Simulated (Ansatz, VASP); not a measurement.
**One calculation of ZnO, two programs**

```
Zn O
1.0
     2.70601    0.00000    0.00000
     0.00000    2.70601    0.00000
     0.00000    0.00000    2.70601
Zn O
1 1
Direct
  0.00000 0.00000 0.00000
  0.50000 0.50000 0.50000
```

Change from the starting cell: volume scaled by 1.02.

Alike in both runs: task single point; functional PBE; k mesh 10 × 10 × 10; occupations fermi-dirac, width 0.05 eV; no spin polarisation.

|  | VASP | Ansatz |
| --- | --- | --- |
| version | VASP 6.6.1 | Ansatz 0.2.0 |
| potentials or method | VASP PAW PBE potentials, release 64 (Zn, O) | Ansatz PAW |
| plane-wave cutoff (eV) | 520 | 420 |
| valence electrons in the cell | 18 | 18 |

VASP gave:

```
gap on the k mesh at the Fermi level (eV) : none
pressure (GPa)                            : -2.5
```

Estimate Ansatz's values.

gap on the k mesh at the Fermi level (eV): none; pressure (GPa): -3.1.

A gap of «none» marks a metal or a gap that the smearing closes. The functional is the same, so the differences come from potentials, cutoffs and numerics.

Caveats: the pressure holds a Pulay correction of +0.7 GPa for the finite cutoff (Ansatz).
